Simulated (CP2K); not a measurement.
The system is Au.

```xyz
1
Lattice="2.8705 0.0000 0.0000 -0.9568 2.7063 0.0000 -0.9568 -1.3532 2.3437" Properties=species:S:1:pos:R:3 pbc="T T T"
Au    0.0000    0.0000    0.0000
```

This isn't the form of Au at room conditions, which is fcc.

Base run:

```yaml
Program: CP2K 2026.2
Functional: WC
Potentials_or_basis: POTENTIAL_UZH Au GTH-PBE-q11; TZVP-MOLOPT-PBE-GTH basis
Density_cutoff: 9524 eV
k_mesh: 11 × 11 × 11
Occupations: fermi-dirac, width 0.05 eV
Spin: no spin polarisation
```

Its results: band gap on the k mesh none (metal or under the smearing width); pressure -2.4 GPa.

Problem. The run is repeated on the same cell with these changes: functional from WC to LDA. What comes out?

Solution. Band gap on the k mesh none (metal or under the smearing width); pressure -6.2 GPa.

LDA binds more tightly than WC, so the same cell stands under less pressure.

Caveats: the potentials were made for another functional, which shifts forces and pressure; the basis of atomic orbitals isn't converged, which shifts pressures, moduli and gaps.
